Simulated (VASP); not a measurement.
Set up this calculation in VASP 6.6.1, as the native input.

```yaml
Task: single point
Functional: PBEsol
Potentials_or_basis: VASP PAW PBE potentials, release 54 (Hg, Se)
Cutoff: 520 eV
k_mesh: 8 × 8 × 8
Occupations: gaussian, width 0.1 eV
Spin: no spin polarisation
Further_INCAR_settings: ALGO = Normal; EDIFF = 1e-06; NBANDS = 16
```

The structure of HgSe lies in POSCAR:

```
HgSe
1.0
    0.0000000000      3.0390000000      3.0390000000
    3.0390000000      0.0000000000      3.0390000000
    3.0390000000      3.0390000000      0.0000000000
Hg Se
1 1
Cartesian
    0.0000000000      0.0000000000      0.0000000000
    4.5585000000      4.5585000000      4.5585000000
```

The input as run:

INCAR

```
SYSTEM = HgSe
PREC = Accurate
ENCUT = 520
EDIFF = 1E-6
ISMEAR = 0
SIGMA = 0.1
LREAL = .False.
LASPH = .True.
NELM = 80
ALGO = Normal
ISIF = 2
LWAVE = .False.
LCHARG = .False.
GGA = PS
NBANDS = 16
```

KPOINTS

```
Automatic mesh
0
Gamma
  8 8 8
  0 0 0
```

Potentials or basis: VASP PAW PBE potentials, release 54 (Hg, Se).

Run with:

```console
$ cat potpaw_PBE.54/Hg/POTCAR potpaw_PBE.54/Se/POTCAR > POTCAR
$ mpirun -np 1 vasp_std > vasp.out
```

Results of the run:

```json
{"Pressure": "1.8 GPa", "Band gap on the k mesh": "none (metal or under the smearing width)"}
```

Caveat: the PAW data sets were made with another functional, which shifts forces and pressure a little.

It took 8.4 s on 1 thread of Intel(R) Xeon(R) 6975P-C (Granite Rapids), with other jobs on the host, peak memory 0.18 GiB.
